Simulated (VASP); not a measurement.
Here is a VASP 6.6.1 calculation.

File INCAR:

```
PREC = Accurate
ENCUT = 520
EDIFF = 1E-7
ISMEAR = 0
SIGMA = 0.1
LREAL = F
LASPH = T
NELM = 100
ALGO = Normal
ISIF = 2
LWAVE = F
LCHARG = F
GGA = PS
NBANDS = 21
```

File KPOINTS:

```
regular mesh
0
Gamma
  16 16 16
```

File POSCAR:

```
Sn
1.0
   -2.9161500000      2.9161500000      1.5911500000
    2.9161500000     -2.9161500000      1.5911500000
    2.9161500000      2.9161500000     -1.5911500000
Sn
2
Direct
    0.0000000000      0.0000000000      0.0000000000
    0.7500000000      0.2500000000      0.5000000000
```

Potentials or basis: VASP PAW PBE potentials, release 64 (Sn_d).

Launch:

```console
$ cat potpaw_PBE.64/Sn_d/POTCAR > POTCAR
$ mpirun -np 1 vasp_std > vasp.out
```

**Question.** Estimate the band gap on the k mesh.

**Answer.** None (metal or under the smearing width).

**Question.** What does it give for the pressure?

**Answer.** -0.4 GPa.

Stress tensor (GPa, compression positive):
```
-0.18  0.00  0.00
 0.00 -0.18  0.00
 0.00  0.00 -0.99
```

Caveat: the PAW data sets were made with another functional, which shifts forces and pressure a little.
